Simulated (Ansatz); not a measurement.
# BN: the cost of one run

Computed with Ansatz 0.2.0 (DFT r2SCAN, scalar-relativistic, plane waves, PAW, unless a step's input says otherwise).

1 further run of the same task is left out (set aside as unsound or not needed). Runs told in other sessions of the task aren't counted.

## (1) The starting structure

Symmetry: P6_3mc, No. 186, hexagonal system. The conventional cell has a = 2.544 Å, b = 2.544 Å, c = 4.208 Å, α = 90.00°, β = 90.00°, γ = 120.00°. Around B (site symmetry 3m) lie 4 N at 1.56 to 1.58 Å. N (site symmetry 3m) is surrounded by 4 B at 1.56 to 1.58 Å.

As a file:

```
B N
1.0
     2.54397    0.00000    0.00000
    -1.27198    2.20314    0.00000
     0.00000    0.00000    4.20774
B N
2 2
Direct
  0.66667 0.33333 0.99980
  0.33333 0.66667 0.49980
  0.66667 0.33333 0.62520
  0.33333 0.66667 0.12520
```

It goes back to an entry of the Materials Project, which need not be the stable form.

It is the result of an earlier relaxation at this level (volume 5.90 Å³/atom; gap on the mesh: 5.75 eV).

## (2) Zero of energy

The reference gives a free energy of -1087.9362 eV, pressure 0.00 GPa, largest force 0.000 eV/Å and gap on the mesh 5.75 eV. It was computed beforehand with the settings of the runs below.

## (3) The scan: an energy map of one atom

Atom 3 (N) is moved by p along (1.000, 0.000, 0.000) and q along (0.000, 0.000, 1.000) (Å), all else fixed; its images in the other cells move with it. Points alike by symmetry are run once.

## (4) Point p = -0.450, q = -0.450

input.yaml reads:

```yaml
crystal:
  lattice:
    - [2.5439665234, 0.0, 0.0]
    - [-1.2719832617, 2.2031396356, 0.0]
    - [0.0, 0.0, 4.2077449346]
  atoms:
    - { symbol: B, position: [0.6666666667, 0.3333333333, 0.9997995909] }
    - { symbol: B, position: [0.3333333333, 0.6666666667, 0.4997995909] }
    - { symbol: "N", position: [0.4897775465, 0.3333333333, 0.5182547632] }
    - { symbol: "N", position: [0.3333333333, 0.6666666667, 0.1252004091] }
basis:
  ecutwfc: 500
kpoints:
  mp_grid: { grid: [12, 12, 6] }
hamiltonian:
  xc: r2scan
scf:
  occupations: { method: gaussian, width: 0.05 }
output:
  forces: true
  stress: true
  eigenvalues: true
  write_density: true
  write_potential: true
  elf: true
  volumetric_format: npy
```

The run is started by

```sh
$ ansatz run input.yaml --threads 2 --pin off --max-ram 5120MiB --backend cpu --events-out ev --progress --plain --runs-dir out
```

What time and memory should one allow on 2 threads of Intel Xeon 6975P-C (Granite Rapids), shared host?

About 9.1 s, with a peak of 0.57 GiB.
